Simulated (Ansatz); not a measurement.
**In5O8: course of a relaxation**

All numbers below come from Ansatz, DFT PBE, scalar-relativistic, plane waves, PAW. Run with 420 eV cutoff, 2×2×2 k-mesh, shifted by half a step, Gaussian smearing of 0.01 eV, collinear spin.

What was changed: In vacancy (site c), charge -1, atoms relaxed at the host's cell.

In a supercell of 39 atoms the defect feels its periodic images.

Command:

```bash
ansatz run input.yaml --threads 4 --pin off --max-ram 10240MiB --backend cpu --events-out ev --progress --plain --runs-dir out
```

Input:

```yaml
crystal:
  lattice:
    - [-5.575235333, -3.2188636203, 4.9190313857]
    - [5.575235333, -3.2188636203, 4.9190313857]
    - [0.0, 6.4377272406, 4.9190313857]
  atoms:
    - { symbol: In, position: [0.1419801546, 0.1407717483, 0.6453231355] }
    - { symbol: In, position: [0.1403061379, 0.6441202892, 0.1435645792] }
    - { symbol: In, position: [0.6437208629, 0.1423296897, 0.1419516689] }
    - { symbol: In, position: [0.8409610086, 0.8413831182, 0.8426319099] }
    - { symbol: In, position: [0.3525618969, 0.3561336679, 0.8620187245] }
    - { symbol: In, position: [0.3556963439, 0.8607901973, 0.3541161959] }
    - { symbol: In, position: [0.8603994701, 0.3529389395, 0.357344129] }
    - { symbol: In, position: [0.3557534769, 0.3561515923, 0.3573140083] }
    - { symbol: In, position: [0.8522168105, 0.8570447044, 0.3652833845] }
    - { symbol: In, position: [0.8566590672, 0.3640339939, 0.8538558326] }
    - { symbol: In, position: [0.3636528781, 0.852617693, 0.8583053825] }
    - { symbol: In, position: [0.1404148009, 0.1408518978, 0.1420270976] }
    - { symbol: In, position: [0.6389097036, 0.6377878748, 0.14652021] }
    - { symbol: In, position: [0.6373938116, 0.1453082437, 0.6405186782] }
    - { symbol: In, position: [0.1449068791, 0.6392739442, 0.638964283] }
    - { symbol: O, position: [0.6021082254, 0.2548162676, 0.3977706602] }
    - { symbol: O, position: [0.0988424922, 0.7505170553, 0.3956668784] }
    - { symbol: O, position: [0.0993512861, 0.2499969782, 0.8990939702] }
    - { symbol: O, position: [0.5960769506, 0.7551254704, 0.9174865829], spin: 0.333 }
    - { symbol: O, position: [0.2544812182, 0.3965586169, 0.6036941407] }
    - { symbol: O, position: [0.754800586, 0.9128689113, 0.6052446417], spin: 0.333 }
    - { symbol: O, position: [0.750135454, 0.3944556118, 0.1004797522] }
    - { symbol: O, position: [0.2495394706, 0.8979135797, 0.1009411479] }
    - { symbol: O, position: [0.3961529426, 0.6025203331, 0.2560263805] }
    - { symbol: O, position: [0.8975006074, 0.0997164402, 0.2512088105] }
    - { symbol: O, position: [0.9133903753, 0.5999144992, 0.7575469407], spin: 0.333 }
    - { symbol: O, position: [0.3940842121, 0.0992606587, 0.7517642369] }
    - { symbol: O, position: [0.3720696725, 0.7655950513, 0.6058204293], spin: 0.333 }
    - { symbol: O, position: [0.9009550232, 0.2546348377, 0.602611277] }
    - { symbol: O, position: [0.8960798718, 0.7504956742, 0.0996596082] }
    - { symbol: O, position: [0.397309805, 0.2468201118, 0.1047965821] }
    - { symbol: O, position: [0.5999449178, 0.3735814677, 0.7724962763], spin: 0.333 }
    - { symbol: O, position: [0.0981387647, 0.8964956971, 0.7516026812] }
    - { symbol: O, position: [0.1031750365, 0.3976965542, 0.2480229298] }
    - { symbol: O, position: [0.6009868587, 0.9013351905, 0.2558459235] }
    - { symbol: O, position: [0.7684216074, 0.6047234176, 0.3747328458], spin: 0.333 }
    - { symbol: O, position: [0.2464523295, 0.1035845335, 0.3989022716] }
    - { symbol: O, position: [0.2541868887, 0.6013983941, 0.9025337639] }
    - { symbol: O, position: [0.7500587837, 0.0984597217, 0.8977134143] }
  host:
    lattice:
      - [2.7876176665, 1.6094318101, 4.9190313857]
      - [-2.7876176665, 1.6094318101, 4.9190313857]
      - [0.0, -3.2188636203, 4.9190313857]
    atoms:
      - { symbol: In, position: [0.6427970982, 0.6427970982, 0.6427970982] }
      - { symbol: In, position: [0.8572029018, 0.8572029018, 0.8572029018] }
      - { symbol: In, position: [0.3572029018, 0.3572029018, 0.3572029018] }
      - { symbol: In, position: [0.1427970982, 0.1427970982, 0.1427970982] }
      - { symbol: O, position: [0.0465672022, 0.75, 0.4534327978] }
      - { symbol: O, position: [0.75, 0.4534327978, 0.0465672022] }
      - { symbol: O, position: [0.4534327978, 0.0465672022, 0.75] }
      - { symbol: O, position: [0.9534327978, 0.25, 0.5465672022] }
      - { symbol: O, position: [0.5465672022, 0.9534327978, 0.25] }
      - { symbol: O, position: [0.25, 0.5465672022, 0.9534327978] }
total_charge: -1
basis:
  ecutwfc: 420
  xc_grid: 2
kpoints:
  mp_grid: { grid: [2, 2, 2], shift: [0.5, 0.5, 0.5] }
hamiltonian:
  xc: pbe
scf:
  occupations: { method: gaussian, width: 0.01 }
output:
  forces: true
  stress: false
  eigenvalues: true
  populations: true
  charged_corrections:
    defect_position: [0.6427971, 0.6427971, 0.6427971]
    epsilon: [[12.976, 0.0, 0.0], [0.0, 12.976, 0.0], [0.0, 0.0, 16.5157]]
  write_density: true
  write_potential: true
  elf: true
  volumetric_format: npy
magnetization:
  spin_polarized: true
relax:
  adjacent_minimum: "off"
  f_tol: 0.025
  max_steps: 45
```

F is the free energy.

Steps:

```tsv
step	F − F(1) (eV)	largest force component (eV/Å)
1	0.0000	0.490
2	-0.0674	0.160
3	-0.0749	0.042
4	-0.0765	0.009
```

Relaxed structure:

```xyz
39
Lattice="-5.5752 -3.2189 4.9190 5.5752 -3.2189 4.9190 0.0000 6.4377 4.9190" Properties=species:S:1:pos:R:3 pbc="T T T"
In   -0.0065    3.2609    4.5660
In    2.8217   -1.6050    4.5658
In   -2.8067   -1.6209    4.5668
In    0.0029    0.0119   12.3944
In    0.0096    3.2581    7.7320
In    2.8108   -1.6175    7.7316
In   -2.8113   -1.6053    7.7323
In    0.0028    0.0116    5.2603
In    0.0307   -3.1145   10.1950
In   -2.7186    1.5511   10.1951
In    2.6965    1.5991   10.1947
In    0.0028    0.0121    2.0756
In   -0.0020   -3.1696    7.0155
In   -2.7497    1.6063    7.0151
In    2.7599    1.5985    7.0140
O    -1.9364   -0.1948    6.1651
O     3.6396   -0.1818    6.1206
O     0.8512    4.6649    6.1504
O     0.8517    1.5517   11.1644
O     0.7931    1.7946    6.1647
O     0.9123   -1.4926   11.1642
O    -1.9831   -3.0413    6.1216
O     3.6084   -3.0497    6.1503
O     1.1515   -1.5643    6.1647
O    -4.4511   -1.5792    6.1510
O    -1.7547   -0.0232   11.1640
O    -1.6481    3.2581    6.1209
O     2.1950    0.2222    8.5736
O    -3.6029    0.1496    8.6544
O    -0.7971   -4.6756    8.6049
O    -0.8435   -1.3959    3.6838
O    -1.2753    1.8052    8.5741
O     4.4617    1.6615    8.6043
O     1.6451   -0.0172    3.6834
O     1.6866   -3.1799    8.6538
O    -0.9106   -1.9912    8.5740
O    -0.7933    1.4484    3.6835
O     1.9252    3.0659    8.6535
O    -3.6556    3.0483    8.6054
```

The run converged. The run took 4.2 min on 4 threads of Arm Neoverse V2, with other jobs on the host, peak memory 2.5 GiB.